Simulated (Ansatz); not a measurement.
These are results of Ansatz, DFT PBE, scalar-relativistic, plane waves, PAW, not measurements. Settings: cutoff 420 eV, Γ-centred meshes spaced at most about 0.3 Å⁻¹, and about 0.25 Å⁻¹ or finer for metals (2π included), Gaussian smearing. Spin is collinear in cells that carry moments; the others ran without spin or lost their moments.

Each guess is relaxed in cell and atoms at zero pressure, on a coarse mesh first where it starts far from rest and then on a converged one. The steps can't lower the symmetry of the start, but it can rise. Energies are static (0 K, no zero-point motion).

Two unrelaxed guesses for Ti₄B:

Guess 1.

```cif
data_structure
_symmetry_space_group_name_H-M 'P6/mmm'
_symmetry_Int_Tables_number 191
_cell_length_a 4.0413
_cell_length_b 4.0413
_cell_length_c 5.3926
_cell_angle_alpha 90.000
_cell_angle_beta 90.000
_cell_angle_gamma 120.000
_cell_volume 76.27
loop_
_atom_site_label
_atom_site_type_symbol
_atom_site_symmetry_multiplicity
_atom_site_Wyckoff_symbol
_atom_site_fract_x
_atom_site_fract_y
_atom_site_fract_z
_atom_site_occupancy
Ti1 Ti 2 c 0.33333 0.66667 0.00000 1
Ti2 Ti 2 d 0.33333 0.66667 0.50000 1
B1 B 1 b 0.00000 0.00000 0.50000 1
```

Guess 2.

```cif
data_structure
_symmetry_space_group_name_H-M 'I4/mmm'
_symmetry_Int_Tables_number 139
_cell_length_a 6.0620
_cell_length_b 6.0620
_cell_length_c 4.3107
_cell_angle_alpha 90.000
_cell_angle_beta 90.000
_cell_angle_gamma 90.000
_cell_volume 158.41
loop_
_atom_site_label
_atom_site_type_symbol
_atom_site_symmetry_multiplicity
_atom_site_Wyckoff_symbol
_atom_site_fract_x
_atom_site_fract_y
_atom_site_fract_z
_atom_site_occupancy
Ti1 Ti 8 i 0.19087 0.50000 0.50000 1
B1 B 2 a 0.00000 0.00000 0.00000 1
```

Problem. Which guess leads to the lower structure, and by how much?

Solution. Guess 2 ends lower, by 0.55 eV/atom. Guess 1: P6/mmm at 15.3 Å³/atom → P6/mmm at 17.1 Å³/atom; Guess 2: I4/mmm at 15.8 Å³/atom → I4/mmm at 17.2 Å³/atom. Counting Ti atoms around B (those within 1.25 times the shortest such distance or 1.15 times the sum of covalent radii), the end of guess 1 has B 6 and the end of guess 2 has B 4. End of guess 1. Conventional cell: a = 4.369 Å, c = 5.158 Å. Ti on its first site is surrounded by 3 B at 2.52 Å and 5 Ti at 2.52–2.58 Å; Ti on its second site has 5 Ti at 2.52–2.58 Å; B is surrounded by 6 Ti at 2.52 Å. End of guess 2. Conventional cell: a = 7.697 Å, c = 2.902 Å. Ti is surrounded by 1 B at 2.14 Å, 8 Ti at 2.82–3.03 Å and 1 Ti at 3.41 Å; around B lie 4 Ti at 2.14 Å.

Ends held by symmetry can be saddle points. Neither end is the lowest form computed: that has space group Im-3m (No. 229) and lies 207 meV/atom below the better end. Even the lowest of the cells shown lies +0.45 eV/atom against the elements. The magnetic state reached may not be the lowest. Some types were kept out of the candidates beforehand, so the set may lack a known form.
